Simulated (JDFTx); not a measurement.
Write the native input for JDFTx 1.7.0 (patched build) that does the following.

- Task: relaxation of the atoms
- Functional: PBE
- Potentials or basis: PseudoDojo-SR-PBE-0.5-standard
- Cutoff: 1197 eV
- Density cutoff: 9578 eV
- k mesh: 6 × 6 × 6
- Occupations: fermi-dirac, width 0.05 eV
- Spin: no spin polarisation
- Bands: 14
- Density cutoff over wavefunction cutoff: 8
- Max SCF steps: 100
- SCF threshold on the energy: 1e-10 Ha
- Solver of the electrons: scf
- Further solve for the empty bands: no

The system is NaCl.

```
Cl Na
1.0
     0.00000    2.84866    2.84866
     2.82017    0.00000    2.84866
     2.82017    2.84866    0.00000
Cl Na
1 1
Direct
  0.50000 0.50000 0.50000
  0.00000 0.00000 0.00000
```

The cell is a database's computed one.

The cell isn't the ideal one: relaxed cell strained by -0.01 in Voigt component 1.

These files were run (other wordings do the same):

NaCl.in

```
lattice \
    0.0000000000     5.3293581001     5.3293581001 \
    5.3831900001     0.0000000000     5.3831900001 \
    5.3831900001     5.3831900001     0.0000000000
coords-type Lattice
ion Cl     0.5000000100     0.5000000100     0.5000000100 1
ion Na     0.0000000000     0.0000000000     0.0000000000 1

ion-species pseudo/Cl.upf
ion-species pseudo/Na.upf
elec-cutoff 44 352
elec-ex-corr gga-PBE
kpoint-folding 6 6 6
elec-smearing Fermi 0.0018374661
elec-n-bands 14
electronic-SCF nIterations 100 energyDiffThreshold 1e-10
electronic-minimize nIterations 30 energyDiffThreshold 1e-7
forces-output-coords Cartesian
ionic-minimize nIterations 20 energyDiffThreshold 1e-8 knormThreshold 2e-5

dump-name run.$VAR
dump End Ecomponents EigStats BandEigs Kpoints Forces Stress ElecDensity Dtot KEdensity
```

Potentials or basis: PseudoDojo-SR-PBE-0.5-standard.

Command:

```bash
$ jdftx -c 1 -i NaCl.in -o NaCl.out
```

It gave:

```
Pressure after relaxing : 0.3 GPa
Band gap on the k mesh  : 5.03 eV, direct
Loewdin charges         : Cl -0.65; Na +0.69 e
```

Caveat: the relaxation stopped at its first step, so nothing moved.

Wall time 57 s on 1 thread of Intel(R) Xeon(R) 6975P-C (Granite Rapids) (shared host), peak memory 0.18 GiB.
